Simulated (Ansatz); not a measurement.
**W: convergence with LAPW's basis error target**

An exercise on one series of results from a longer session: the logs are not shown, and one member is left open.

The COD cell was measured well above room temperature, so it is larger than a cold one.

Program: Ansatz 0.2.0. Level of theory: DFT, PBE, all-electron LAPW, scalar-relativistic. These are calculated values, not measurements.

## Starting point

The structure is cubic, space group Im-3m (No. 229). The conventional cell has a = 3.195 Å, b = 3.195 Å, c = 3.195 Å, α = 90.00°, β = 90.00°, γ = 90.00°. W (site symmetry m-3m) has 8 W at 2.77 Å in its first shell of neighbours.

As a file:

```cif
data_structure
_symmetry_space_group_name_H-M 'Im-3m'
_symmetry_Int_Tables_number 229
_cell_length_a 3.1946
_cell_length_b 3.1946
_cell_length_c 3.1946
_cell_angle_alpha 90.000
_cell_angle_beta 90.000
_cell_angle_gamma 90.000
_cell_volume 32.60
loop_
_atom_site_label
_atom_site_type_symbol
_atom_site_symmetry_multiplicity
_atom_site_Wyckoff_symbol
_atom_site_fract_x
_atom_site_fract_y
_atom_site_fract_z
_atom_site_occupancy
W1 W 2 a 0.00000 0.00000 0.00000 1
```

The file gives the conventional cell by its symmetry; the runs use the cell typed in the input.

The geometry is a database entry used as it stands. It may stem from high pressure or temperature, or be incomplete, so it serves as a test cell.

Set-up of the first run:

Contents of input.yaml:

```yaml
crystal:
  lattice:
    - [-1.5973, 1.5973, 1.5973]
    - [1.5973, -1.5973, 1.5973]
    - [1.5973, 1.5973, -1.5973]
  atoms:
    - { symbol: W, position: [0.0, 0.0, 0.0] }
kpoints:
  mp_grid: { grid: [14, 14, 14] }
scf:
  occupations: { method: fermi_dirac, width: 0.03 }
hamiltonian:
  xc: pbe
  pseudopotentials: { kind: all_electron, lapw: { basis_error: 0.03 } }
output:
  forces: true
  stress: true
  eigenvalues: true
```

Launch:

```
$ ansatz run input.yaml --threads 1 --pin off --max-ram 2048MiB --backend cpu --events-out ev --progress --plain --runs-dir out
```

Among the steps run: With basis error target 0.03 eV/atom; With basis error target 0.01 eV/atom; With basis error target 0.003 eV/atom; With basis error target 0.0001 eV/atom.

One table of the session follows, with a row left open; its other results are not shown here.

It belongs to the step «The sweep in one table». 

```
basis error target (eV/atom)  pressure (GPa)
                        0.03           -2.39
                        0.01           -2.47
                       0.003               ?
                      0.0001           -2.50
```

**Question.** Estimate the row for basis error target (eV/atom) = 0.003.

Worked estimate for «pressure (GPa)». A straight line through the neighbours (0.01, -2.47) and (0.0001, -2.50) gives -2.47 + (-2.50 + 2.47) × (0.003 − 0.01) / (0.0001 − 0.01) = -2.49; a parabola fitted to 3 rows on both sides gives -2.49.

As computed: pressure (GPa): -2.49. In «pressure (GPa)» the line misses by 0.00 and the parabola by 0.00.

Energies are those extrapolated to zero smearing.
